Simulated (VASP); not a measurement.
Set up this calculation in VASP 6.6.1, as the native input.

* Task: relaxation of cell and atoms
* Functional: vdW-DF-cx
* Potentials or basis: VASP PAW PBE potentials, release 64 (Ti_sv, Si)
* Cutoff: 600 eV
* k mesh: 5 × 5 × 5
* Occupations: fermi-dirac, width 0.05 eV
* Spin: no spin polarisation
* Further INCAR settings: ALGO = Normal; EDIFF = 1e-06; IBRION = 2; EDIFFG = -0.01; NSW = 60; ISIF = 3

The structure of TiSi2 lies in POSCAR:

```
TiSi2
1.0
    0.0000000000      4.1175163063      4.2628978354
    2.3895119538      0.0000000000      4.2628978354
    2.3895119538      4.1175163063      0.0000000000
Ti Si
2 4
Direct
    0.7500000000      0.7500000000      0.7500000000
    0.5000000000      0.5000000000      0.5000000000
    0.4125656100      0.0874343900      0.4125656100
    0.0874343900      0.4125656100      0.0874343900
    0.1625656100      0.8374343900      0.1625656100
    0.8374343900      0.1625656100      0.8374343900
```

The cell is a database's computed one.

One way to write it, as run:

INCAR

```
SYSTEM = TiSi2
AGGAC    = 0.0          
ALGO     = Normal         ! electronic algorithm
EDIFF    = 1E-6           ! SCF threshold, eV
EDIFFG   = -0.01          ! ionic threshold
ENCUT    = 600            ! plane-wave cutoff, eV
GGA      = CX             ! functional
IBRION   = 2              ! ionic algorithm
ISIF     = 3              ! what is computed and relaxed
ISMEAR   = -1             ! smearing method
LASPH    = .True.         ! aspherical terms in the spheres
LCHARG   = .False.        ! write CHGCAR
LREAL    = .False.        ! projectors in reciprocal space
LUSE_VDW = .True.       
LWAVE    = .False.        ! write WAVECAR
NELM     = 80             ! most SCF steps
NSW      = 60             ! ionic steps
PREC     = Accurate       ! precision mode
SIGMA    = 0.05           ! smearing width, eV
```

KPOINTS

```
k-points
0
Gamma
  5 5 5
  0 0 0
```

Potentials or basis: VASP PAW PBE potentials, release 64 (Ti_sv, Si).

Run with:

```console
$ cat potpaw_PBE.64/Ti_sv/POTCAR potpaw_PBE.64/Si/POTCAR > POTCAR
$ mpirun -np 1 vasp_std > vasp.out
```

It gave:

| Quantity | Value |
| --- | --- |
| Relaxed volume | 13.95 Å³/atom |
| Relaxed cell | a = 5.929 Å, b = 4.901 Å, c = 4.744 Å, α = 75.85°, β = 53.27°, γ = 50.88° |
| Space group after relaxing (to 0.05 Å) | Fddd (No. 70) |
| Energy gained by relaxing | 0.5 meV/atom |
| Ionic steps | 5 |
| Pressure after relaxing | 0.0 GPa |
| Largest force after relaxing | 0.008 eV/Å |
| Band gap on the k mesh | none (metal or under the smearing width) |

Caveat: the PAW data sets were made with another functional, which shifts forces and pressure a little.

Run time: 7.8 min on 1 thread of Intel(R) Xeon(R) 6975P-C (Granite Rapids), with other jobs on the host, peak memory 0.68 GiB.
